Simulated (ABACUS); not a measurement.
## SnSe2 under changes of volume

One of the cells (25.726 Å³/atom); the others are scaled copies at fixed shape and fractional positions:

```
Sn Se
1.0
     3.81100    0.00000    0.00000
    -1.90550    3.30042    0.00000
     0.00000    0.00000    6.13600
Sn Se
1 2
Cartesian
  0.0000 0.0000 0.0000
  1.9055 1.1001 4.6081
  0.0000 2.2003 1.5279
```

| Quantity | Value |
| --- | --- |
| Program | ABACUS 3.10.1 |
| Functional | PBE |
| Potentials or basis | PseudoDojo NC SR 0.4.1 PBE standard |
| Cutoff | 1184 eV |
| Density cutoff | 4735 eV |
| Basis | plane waves |
| k mesh | 8 × 8 × 5 |
| Occupations | fermi-dirac, width 0.05 eV |
| Spin | no spin polarisation |

```tsv
volume (Å³/atom)	energy over the lowest point (meV/atom)	pressure (GPa)	gap on the mesh (eV)	largest force (eV/Å)
24.182	115.88	11.6	0.86	1.511
24.697	82.10	9.5	0.83	1.261
25.212	54.94	7.5	0.81	1.031
25.726	?	?	?	?
26.241	17.85	4.2	0.76	0.623
26.755	6.77	2.8	0.73	0.441
27.270	0.00	1.5	0.71	0.274
```

Task: What does the run at 25.726 Å³/atom give?

Result: Energy over the lowest point 33.72 meV/atom; pressure 5.7 GPa; gap on the mesh 0.79 eV; largest force 0.819 eV/Å.

Worked out: A Birch-Murnaghan fit of order 3 (a polynomial in V^(-2/3)) to the other rows has its minimum at 27.94 Å³/atom, just outside them, with B0 = V·E''(V) = 57 GPa and B' = 4.6 at fixed shape and positions, which overstates the stiffness. It gives 33.75 meV/atom at 25.726 Å³/atom, against the run's 33.72, and -dE/dV = 5.7 GPa, against 5.7. A straight line through the other rows of the gap, of slope -1.25 eV per unit of ln V, gives 0.78 eV, against the run's 0.79.

Energies are extrapolated to zero smearing.

Caveats: spin-orbit coupling is left out, which moves the levels of the heavy elements; an odd mesh through Γ misses points on the zone boundary, where band edges often lie; this functional lacks dispersion, which binds the layers, so the pressure and a relaxed spacing across them are unreliable; forces of over 1 eV/Å show positions far from the minimum, so gaps and moduli don't describe the material at rest (some runs).
